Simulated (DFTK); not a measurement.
# WC (Qusongite) (P-6m2) in DFTK: equation of state

How stiff is WC (Qusongite) in PBEsol, and what volume does it want? The cell is scaled to several volumes.

All numbers are computed with DFTK 0.8.2; they aren't measurements. Logs are shortened: lines on timing, memory, paths and dates and some standing lists are left out, and cuts for length are marked.

## (1) The structure

Symmetry: P-6m2, No. 187, hexagonal system. Conventional cell: a = 2.907 Å, b = 2.907 Å, c = 2.837 Å, α = 90.00°, β = 90.00°, γ = 120.00°. W (site symmetry -6m2) is surrounded by 6 C at 2.20 Å. C (site symmetry -6m2) has 6 W at 2.20 Å as nearest neighbours.

## (2) Equation of state, PBEsol

Contents of run.jl:

```julia
using DFTK
using PseudoPotentialData
using Unitful, UnitfulAtomic
using LinearAlgebra, Printf
include("save.jl")
disable_threading()

# lattice vectors are the columns
lattice = austrip(1u"Å") * [        2.9065       -1.45325            0.0;
                      0.0   2.5171028361            0.0;
                      0.0            0.0         2.8366]
symbols   = [:W, :C]
positions = [[0.0, 0.0, 0.0],
             [0.6666666667, 0.3333333333, 0.5]]
pseudopotentials = PseudoFamily("dojo.nc.sr.pbesol.v0_4_1.standard.upf")
elements = Dict(s => ElementPsp(s, pseudopotentials) for s in unique(symbols))
atoms    = [elements[s] for s in symbols]

build_model(lattice, positions; symmetries=true) =
    model_DFT(lattice, atoms, positions;
              functionals=PBEsol(),
              temperature=austrip(0.05u"eV"),
              smearing=Smearing.FermiDirac(),
              symmetries)
Ecut  = 41.0  # hartree
kgrid = [10, 10, 9]
tol   = 1e-6
to_GPa = ustrip(uconvert(u"GPa", 1u"hartree/bohr^3"))

results["points"] = []
for scale in [0.94, 0.96, 0.98, 1.0, 1.02, 1.04, 1.06]
    println("\n=== scale = ", scale)
    model = build_model(cbrt(scale) * lattice, positions)
    basis = PlaneWaveBasis(model; Ecut, kgrid)
    t0 = time()
    scfres = self_consistent_field(basis;
                                   tol,
                                   nbandsalg=AdaptiveBands(model; n_bands_converge=14))
    seconds = time() - t0
    @printf "SCF: %d iterations, %.1f s\n" scfres.n_iter seconds
    forces = compute_forces_cart(scfres)
    stress = compute_stresses_cart(scfres)
    @printf "V = %.5f Å^3  F = %.8f Ha  max force = %.5f eV/Å  p = %.4f GPa\n" ustrip(auconvert(u"Å^3", model.unit_cell_volume)) scfres.energies.total ustrip(auconvert(u"eV/Å", maximum(norm, forces))) (-tr(stress) / 3 * to_GPa)
    push!(results["points"], save_scf!(scfres; forces, stress, d=Dict{String,Any}("seconds" => seconds, "n_matvec" => get(scfres, :n_matvec, 0))))
end

# third-order Birch-Murnaghan fit in x = V^(-2/3)
V = [0.94, 0.96, 0.98, 1.0, 1.02, 1.04, 1.06] * abs(det(lattice))
E = [p["total"] for p in results["points"]]
x = V .^ (-2 / 3)
c = [x .^ 0 x x .^ 2 x .^ 3] \ E
Δ = c[3]^2 - 3c[2] * c[4]
if Δ > 0
    x0 = (-c[3] + sqrt(Δ)) / 3c[4]
    B0 = 4 / 9 * x0^(7 / 2) * (2c[3] + 6c[4] * x0)
    @printf "V0 = %.4f Å^3  B0 = %.2f GPa\n" ustrip(auconvert(u"Å^3", x0^(-3 / 2))) B0 * to_GPa
end
```

Potentials or basis: dojo.nc.sr.pbesol.v0_4_1.standard.upf (PBEsol).

On the command line:

```console
julia --threads=1 run.jl  # save.jl only writes the numbers to a file and isn't shown; printed stress counts tension as positive; times include loading and compiling
```

Log:

```text
=== scale = 0.94
n     Energy            log10(ΔE)   log10(Δρ)   Diag   Δtime
---   ---------------   ---------   ---------   ----   ------
  1   -81.72461879221                   -0.58    5.8    17.6s
  2   -81.84716659391       -0.91       -1.18    3.0    11.5s
  3   -81.85107380940       -2.41       -1.68    3.0    11.0s
  4   -81.85121266096       -3.86       -2.40    1.9    9.33s
  5   -81.85124389767       -4.51       -3.33    2.4    9.90s
  6   -81.85124423896       -6.47       -3.78    3.4    13.2s
  7   -81.85124425194       -7.89       -4.76    1.9    8.94s
  8   -81.85124425247       -9.27       -5.04    3.4    12.8s
  9   -81.85124425255      -10.10       -5.69    2.0    10.4s
 10   -81.85124425256      -11.34       -6.36    3.0    12.1s
SCF: 10 iterations, 118.0 s
V = 19.50730 Å^3  F = -81.85124425 Ha  max force = 0.00000 eV/Å  p = 24.9704 GPa

=== scale = 0.96
n     Energy            log10(ΔE)   log10(Δρ)   Diag   Δtime
---   ---------------   ---------   ---------   ----   ------
[... 50 further cycles ...]
  1   -81.71252458126                   -0.59    5.7    17.6s
  2   -81.84748287245       -0.87       -1.22    3.0    11.4s
  3   -81.85006765187       -2.59       -1.64    2.9    11.7s
  4   -81.85022695210       -3.80       -2.45    1.9    8.81s
  5   -81.85025464705       -4.56       -3.23    2.7    12.3s
  6   -81.85025484735       -6.70       -3.72    2.9    11.8s
  7   -81.85025488532       -7.42       -4.58    2.4    9.53s
  8   -81.85025488592       -9.22       -4.89    3.2    12.9s
  9   -81.85025488608       -9.79       -5.56    1.9    8.49s
 10   -81.85025488609      -10.93       -6.15    2.9    12.1s
SCF: 10 iterations, 117.9 s
V = 21.99760 Å^3  F = -81.85025489 Ha  max force = 0.00000 eV/Å  p = -23.5606 GPa
V0 = 20.5988 Å^3  B0 = 410.69 GPa
```

Wall time 33 min (1 thread of Intel Xeon Platinum 8259CL at 2.50GHz (Skylake/Cascade Lake), shared host); peak memory 2.1 GiB.

Results:

```yaml
Equilibrium_volume: 10.30 Å³/atom
Bulk_modulus_at_fixed_shape_and_positions: 411 GPa
Pressure_derivative_of_the_bulk_modulus: 4.3
```

Energy against volume, from the lowest point:
```csv
volume (Å³/atom),energy (meV/atom)
9.754,40.05
9.961,14.38
10.169,1.45
10.376,0.00
10.584,8.87
10.791,27.02
10.999,53.51
```

Caveat: the cell was scaled at fixed shape and fractional positions, which overstates the stiffness of a crystal with free parameters, most of all of layers and chains. The run has no spin-orbit coupling, so splittings on W are missing.

## (3) Single point, PBEsol, 9.75 Å³/atom (volume scaled by 0.94)

run.jl is that of step 2.

Potentials or basis: dojo.nc.sr.pbesol.v0_4_1.standard.upf (PBEsol).

On the command line:

```console
julia --threads=1 run.jl  # one pass of the loop, scale = 0.94; save.jl only writes the numbers to a file and isn't shown; printed stress counts tension as positive; times include loading and compiling
```

Run time: 2 min. Hardware: 1 thread of Intel Xeon Platinum 8259CL at 2.50GHz (Skylake/Cascade Lake), shared host.

It converged, with:

- Free energy: -2227.2858 eV
- Pressure: 25.0 GPa
- Band gap on the k mesh: none (metal or under the smearing width)

## (4) Single point, PBEsol, 9.96 Å³/atom (volume scaled by 0.96)

run.jl is that of step 3.

On the command line:

```console
julia --threads=1 run.jl  # one pass of the loop, scale = 0.96; save.jl only writes the numbers to a file and isn't shown; printed stress counts tension as positive; times include loading and compiling
```

Wall time 1.9 min (1 thread of Intel Xeon Platinum 8259CL at 2.50GHz (Skylake/Cascade Lake), shared host).

Results (log left out):

```yaml
Free_energy: -2227.3372 eV
Pressure: 14.6 GPa
Band_gap_on_the_k_mesh: none (metal or under the smearing width)
```

## (5) Single point, PBEsol, 10.17 Å³/atom (volume scaled by 0.98)

run.jl is that of step 4.

On the command line:

```console
julia --threads=1 run.jl  # one pass of the loop, scale = 0.98; save.jl only writes the numbers to a file and isn't shown; printed stress counts tension as positive; times include loading and compiling
```

Run time: 1.9 min. Hardware: 1 thread of Intel Xeon Platinum 8259CL at 2.50GHz (Skylake/Cascade Lake), shared host.

It converged, with:

| Item | Value |
| --- | --- |
| Free energy | -2227.3630 eV |
| Pressure | 5.3 GPa |
| Band gap on the k mesh | none (metal or under the smearing width) |

## (6) Single point, PBEsol, 10.38 Å³/atom

run.jl is that of step 5.

Potentials or basis: dojo.nc.sr.pbesol.v0_4_1.standard.upf (PBEsol).

On the command line:

```console
julia --threads=1 run.jl  # one pass of the loop, scale = 1.0; save.jl only writes the numbers to a file and isn't shown; printed stress counts tension as positive; times include loading and compiling
```

Wall time 2 min (1 thread of Intel Xeon Platinum 8259CL at 2.50GHz (Skylake/Cascade Lake), shared host).

The run converged. Its results:

```
Free energy            : -2227.3659 eV
Pressure               : -3.1 GPa
Band gap on the k mesh : none (metal or under the smearing width)
```

## (7) Single point, PBEsol, 10.58 Å³/atom (volume scaled by 1.02)

run.jl is that of step 6.

On the command line:

```console
julia --threads=1 run.jl  # one pass of the loop, scale = 1.02; save.jl only writes the numbers to a file and isn't shown; printed stress counts tension as positive; times include loading and compiling
```

It took 2 min on 1 thread of Intel Xeon Platinum 8259CL at 2.50GHz (Skylake/Cascade Lake), shared host.

It converged, with:

- Free energy: -2227.3482 eV
- Pressure: -10.7 GPa
- Band gap on the k mesh: none (metal or under the smearing width)

## (8) Single point, PBEsol, 10.79 Å³/atom (volume scaled by 1.04)

run.jl is that of step 7.

On the command line:

```console
julia --threads=1 run.jl  # one pass of the loop, scale = 1.04; save.jl only writes the numbers to a file and isn't shown; printed stress counts tension as positive; times include loading and compiling
```

It took 2 min on 1 thread of Intel Xeon Platinum 8259CL at 2.50GHz (Skylake/Cascade Lake), shared host.

The run converged. Its results:

* Free energy: -2227.3119 eV
* Pressure: -17.5 GPa
* Band gap on the k mesh: none (metal or under the smearing width)

## (9) Single point, PBEsol, 11.00 Å³/atom (volume scaled by 1.06)

run.jl is that of step 8.

Potentials or basis: dojo.nc.sr.pbesol.v0_4_1.standard.upf (PBEsol).

On the command line:

```console
julia --threads=1 run.jl  # one pass of the loop, scale = 1.06; save.jl only writes the numbers to a file and isn't shown; printed stress counts tension as positive; times include loading and compiling
```

It took 2 min on 1 thread of Intel Xeon Platinum 8259CL at 2.50GHz (Skylake/Cascade Lake), shared host.

The run converged. Its results:

```
Free energy            : -2227.2589 eV
Pressure               : -23.6 GPa
Band gap on the k mesh : none (metal or under the smearing width)
```
